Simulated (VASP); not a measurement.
# From one sheet to two: 2H-MoS2 monolayer, part 7 of 9

Aim: relax 2H-MoS2 monolayer, place its levels against the vacuum, then find how two sheets stack and bind.

VASP 6.6.1, plane waves and PAW; the level of theory is named at each step.

So far. Step 10 (A rigid stacking): Energy at zero smearing: -88.98091 eV.

## (11) A rigid stacking

Level of this step: r2SCAN with rVV10, no spin polarisation; plane waves and PAW (Mo, S) (VASP).

File INCAR:

```
SYSTEM = MoS2
PREC = Normal
ENCUT = 350
EDIFF = 1E-05
NELM = 120
ISMEAR = 0
SIGMA = 0.03
LREAL = .FALSE.
ALGO = Normal
METAGGA = R2SCAN
LUSE_VDW = .TRUE.
IVDW_NL = 2
BPARAM = 11.95
CPARAM = 0.0093
LASPH = .TRUE.
NBANDS = 24
LORBIT = 11
LWAVE = .FALSE.
LCHARG = .FALSE.
KPAR = 4
IDIPOL = 3
LDIPOL = .TRUE.
DIPOL = 0.5 0.5 0.5
```

File POSCAR:

```
MoS2
1.0
    3.1738069310      0.0000000000      0.0000000000
   -1.5869034655      2.7485974289      0.0000000000
    0.0000000000      0.0000000000     26.3345862128
Mo S
2 4
Direct
    0.3333333300      0.6666666700      0.3819557500
    0.0000000000      1.0000000000      0.6180442500
    0.6666666700      0.3333333300      0.3227694500
    0.6666666700      0.3333333300      0.4411420400
    0.6666666700      0.3333333300      0.5588579600
    0.6666666700      0.3333333300      0.6772305500
```

File KPOINTS:

```
Automatic mesh
0
Gamma
12 12 1
0 0 0
```

The projector-augmented-wave data sets are Mo and S (PBE family, release 64).

The run is started by

```console
$ mpirun -np 4 vasp_std
```

The program printed:

```text
[... set-up lines as in an earlier step ...]
 entering main loop
       N       E                     dE             d eps       ncg     rms          rms(c)
Total rVV10 correction in eV:      0.9305689    48.4722185
Total rVV10 correction in eV:      0.9305689    48.4722185
Total rVV10 correction in eV:      0.9305689    48.4722185
Total rVV10 correction in eV:      0.9305689    48.4722185
DAV:   1     0.170238882878E+03    0.17024E+03   -0.11745E+04   912   0.889E+02
DAV:   2    -0.751852707718E+02   -0.24542E+03   -0.23911E+03  1352   0.220E+02
DAV:   3    -0.972374364162E+02   -0.22052E+02   -0.21839E+02  1192   0.758E+01
DAV:   4    -0.978231429134E+02   -0.58571E+00   -0.58413E+00  1344   0.136E+01
DAV:   5    -0.978370687309E+02   -0.13926E-01   -0.13918E-01  1160   0.208E+00    0.373E+01
Total rVV10 correction in eV:      0.9328386    48.4728602
Total rVV10 correction in eV:      0.9328386    48.4728602
Total rVV10 correction in eV:      0.9328386    48.4728602
Total rVV10 correction in eV:      0.9328386    48.4728602
[...]
Total rVV10 correction in eV:      0.9440370    48.4722234
DAV:  19    -0.888114364591E+02   -0.18882E-04   -0.25781E-06   736   0.991E-03    0.314E-03
Total rVV10 correction in eV:      0.9440093    48.4722371
Total rVV10 correction in eV:      0.9440093    48.4722371
Total rVV10 correction in eV:      0.9440093    48.4722371
Total rVV10 correction in eV:      0.9440093    48.4722371
DAV:  20    -0.888114486461E+02   -0.12187E-04   -0.15611E-06   616   0.100E-02    0.931E-04
Total rVV10 correction in eV:      0.9440002    48.4722585
Total rVV10 correction in eV:      0.9440002    48.4722585
Total rVV10 correction in eV:      0.9440002    48.4722585
Total rVV10 correction in eV:      0.9440002    48.4722585
DAV:  21    -0.888114550574E+02   -0.64113E-05   -0.12781E-06   656   0.780E-03
Total rVV10 correction in eV:      0.9439985    48.4722461
Total rVV10 correction in eV:      0.9439985    48.4722461
Total rVV10 correction in eV:      0.9439985    48.4722461
Total rVV10 correction in eV:      0.9439985    48.4722461
Total rVV10 correction in eV:      0.9439991    48.4722469
Total rVV10 correction in eV:      0.9439991    48.4722469
Total rVV10 correction in eV:      0.9439991    48.4722469
Total rVV10 correction in eV:      0.9439991    48.4722469
   1 F= -.88811455E+02 E0= -.88811455E+02  d E =-.140075E-12
```

Wall time 96 s (4 MPI ranks of AMD EPYC 7R43, shared host); peak memory 1.2 GiB; 6.4 min of CPU time.

Parts of OUTCAR (step 11):

```text
  Total        0.0322007      0.0322007      1.6888010      0.0000000      0.0000000      0.0000000
  in kB        0.2245734      0.2245734     11.7779827      0.0000000      0.0000000      0.0000000
  external PRESSURE =       4.0757098 kB  Pullay stress =       0.0000000 kB

 POSITION                                       TOTAL-FORCE (eV/Angst)
 -----------------------------------------------------------------------------------
     -0.00000      1.83240     10.05865         0.000000     -0.000000     -0.068585
      0.00000      0.00000     16.27594        -0.000000     -0.000000      0.068585
      1.58690      0.91620      8.50000        -0.000000     -0.000000     -0.019889
      1.58690      0.91620     11.61729         0.000000     -0.000000     -0.396468
      1.58690      0.91620     14.71729         0.000000     -0.000000      0.396468
      1.58690      0.91620     17.83459         0.000000      0.000000      0.019889
 -----------------------------------------------------------------------------------
    total drift:                               -0.000040      0.000011     -0.000268

  FREE ENERGIE OF THE ION-ELECTRON SYSTEM (eV)
  ---------------------------------------------------
  free  energy   TOTEN  =       -88.8114550574 eV

  energy  without entropy=      -88.8114550574  energy(sigma->0) =      -88.81145506

[... 2 parts as in an earlier step ...]

[... 1 further part left out ...]
[key lines of the parts left out:]
E-fermi :  -0.2297
```

Energy at zero smearing: -88.81146 eV.

## (12) A rigid stacking

INCAR is that of step 11.

File POSCAR:

```
MoS2
1.0
    3.1738069310      0.0000000000      0.0000000000
   -1.5869034655      2.7485974289      0.0000000000
    0.0000000000      0.0000000000     26.3345862128
Mo S
2 4
Direct
    0.3333333300      0.6666666700      0.3819557500
    0.3333333300      0.6666666700      0.6180442500
    0.6666666700      0.3333333300      0.3227694500
    0.6666666700      0.3333333300      0.4411420400
    1.0000000000      0.0000000000      0.5588579600
    1.0000000000      0.0000000000      0.6772305500
```

KPOINTS is that of step 11.

The run is started by

```console
$ mpirun -np 4 vasp_std
```

The program printed:

```text
[... set-up lines as in an earlier step ...]
 entering main loop
       N       E                     dE             d eps       ncg     rms          rms(c)
Total rVV10 correction in eV:      0.9297303    48.4722187
Total rVV10 correction in eV:      0.9297303    48.4722187
Total rVV10 correction in eV:      0.9297303    48.4722187
Total rVV10 correction in eV:      0.9297303    48.4722187
DAV:   1     0.170710739945E+03    0.17071E+03   -0.11728E+04   912   0.889E+02
DAV:   2    -0.754246992208E+02   -0.24614E+03   -0.24014E+03  1368   0.220E+02
DAV:   3    -0.973492134237E+02   -0.21925E+02   -0.21727E+02  1200   0.755E+01
DAV:   4    -0.979159399824E+02   -0.56673E+00   -0.56542E+00  1312   0.136E+01
DAV:   5    -0.979304267662E+02   -0.14487E-01   -0.14480E-01  1224   0.210E+00    0.372E+01
Total rVV10 correction in eV:      0.9312038    48.4726492
Total rVV10 correction in eV:      0.9312038    48.4726492
Total rVV10 correction in eV:      0.9312038    48.4726492
Total rVV10 correction in eV:      0.9312038    48.4726492
[...]
Total rVV10 correction in eV:      0.9406798    48.4722121
DAV:  18    -0.889649484068E+02   -0.11701E-03   -0.27499E-05   880   0.200E-02    0.384E-03
Total rVV10 correction in eV:      0.9406465    48.4722173
Total rVV10 correction in eV:      0.9406465    48.4722173
Total rVV10 correction in eV:      0.9406465    48.4722173
Total rVV10 correction in eV:      0.9406465    48.4722173
DAV:  19    -0.889649647958E+02   -0.16389E-04   -0.18069E-06   696   0.103E-02    0.313E-03
Total rVV10 correction in eV:      0.9406222    48.4722355
Total rVV10 correction in eV:      0.9406222    48.4722355
Total rVV10 correction in eV:      0.9406222    48.4722355
Total rVV10 correction in eV:      0.9406222    48.4722355
DAV:  20    -0.889649680416E+02   -0.32458E-05   -0.95536E-07   616   0.668E-03
Total rVV10 correction in eV:      0.9406125    48.4722407
Total rVV10 correction in eV:      0.9406125    48.4722407
Total rVV10 correction in eV:      0.9406125    48.4722407
Total rVV10 correction in eV:      0.9406125    48.4722407
Total rVV10 correction in eV:      0.9406154    48.4722478
Total rVV10 correction in eV:      0.9406154    48.4722478
Total rVV10 correction in eV:      0.9406154    48.4722478
Total rVV10 correction in eV:      0.9406154    48.4722478
   1 F= -.88964968E+02 E0= -.88964968E+02  d E =-.116470E-18
```

Run time: 92 s. Hardware: 4 MPI ranks; peak memory 1.2 GiB.

OUTCAR, selected parts (step 12):

```text
  Total        0.1253428      0.1253428      0.0382299     -0.0000000      0.0000000     -0.0000000
  in kB        0.8741621      0.8741621      0.2666214     -0.0000000      0.0000000     -0.0000000
  external PRESSURE =       0.6716485 kB  Pullay stress =       0.0000000 kB

 POSITION                                       TOTAL-FORCE (eV/Angst)
 -----------------------------------------------------------------------------------
     -0.00000      1.83240     10.05865        -0.000000      0.000000      0.013961
     -0.00000      1.83240     16.27594         0.000000     -0.000000     -0.013961
      1.58690      0.91620      8.50000        -0.000000     -0.000000     -0.020453
      1.58690      0.91620     11.61729         0.000000     -0.000000     -0.021784
      0.00000      0.00000     14.71729        -0.000000      0.000000      0.021784
      0.00000      0.00000     17.83459         0.000000      0.000000      0.020453
 -----------------------------------------------------------------------------------
    total drift:                               -0.000026      0.000012     -0.002189

  FREE ENERGIE OF THE ION-ELECTRON SYSTEM (eV)
  ---------------------------------------------------
  free  energy   TOTEN  =       -88.9649680416 eV

  energy  without entropy=      -88.9649680416  energy(sigma->0) =      -88.96496804

[... 2 parts as in an earlier step ...]

[... 1 further part left out ...]
[key lines of the parts left out:]
E-fermi :  -0.3194
```

Energy at zero smearing: -88.96497 eV.

(Continued in part 8 of 9.)

[Lines on the potential files, build, host, timing and source positions are cut from VASP's logs without a mark.]

[Logs are printed without paths, hosts, clocks, repeated set-up lines and the standing remarks that a program may print on its own settings, such as how far it seeks lower states.]

[Hosts, paths, dates, database ids (printed as entryN), source tags and the programs' standing remarks are cut or masked in the printed files.]

[Runs that stopped without an error message from VASP are left out.]
